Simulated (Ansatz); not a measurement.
## Formation energy of NaF

Level of theory: DFT, PBE, scalar-relativistic, no spin polarisation; plane waves to 420 eV with PAW datasets (Ansatz 0.2.0), 12×12×12 k-mesh, Gaussian smearing of 0.05 eV; PAW files: Ansatz's generated set soft_2.

The chain of runs began from a measured cell (COD), expanded in volume.

It takes space group Fm-3m (No. 225, cubic). Conventional cell: a = 4.701 Å, b = 4.701 Å, c = 4.701 Å, α = 90.00°, β = 90.00°, γ = 90.00°. Around Na (site symmetry m-3m) lie 6 F at 2.35 Å. Around F (site symmetry m-3m) lie 6 Na at 2.35 Å. (Neighbours are counted to 15 % beyond the shortest distance.)

The elements were computed in their standard states (gases as isolated molecules) with the same datasets, cutoff and functional. Absolute energies hang on the potentials; compare differences alone.

Energy of the relaxed cell (2 atoms, smearing extrapolated to zero): -2297.431 eV. Elements, in eV/atom: Na -1486.415, F -805.594.

Question: What is the formation energy?

Answer: [-2297.431 − (1 × -1486.415 + 1 × -805.594)] / 2 = -2.71 eV/atom, or -262 kJ per mole of atoms.

The value is for 0 K, without zero-point energy and without any correction for the binding of gas molecules. Uncorrected semilocal values for oxides, chalcogenides and halides often miss by tenths of an eV an atom. A negative value shows stability against the elements alone, not against other compounds or structures.

Bader charges against formal ones: Na +0.88 (+1), F −0.88 (−1). The cations give up 88 % of the formal charge; Bader charges stay under formal ones because the anions' density reaches into the cations' basins, though a share this high marks a strongly ionic bond.

Formal charges Na⁺, F⁻ balance and leave closed shells on every ion, so a band insulator is expected, and the gap is 6.09 eV.

Kohn–Sham gaps of semilocal functionals lie under measured ones, often by a third or more. The relaxed cell is 4 % larger in volume than the cell of this structure in the Crystallography Open Database (12.49 Å³/atom, 1961).
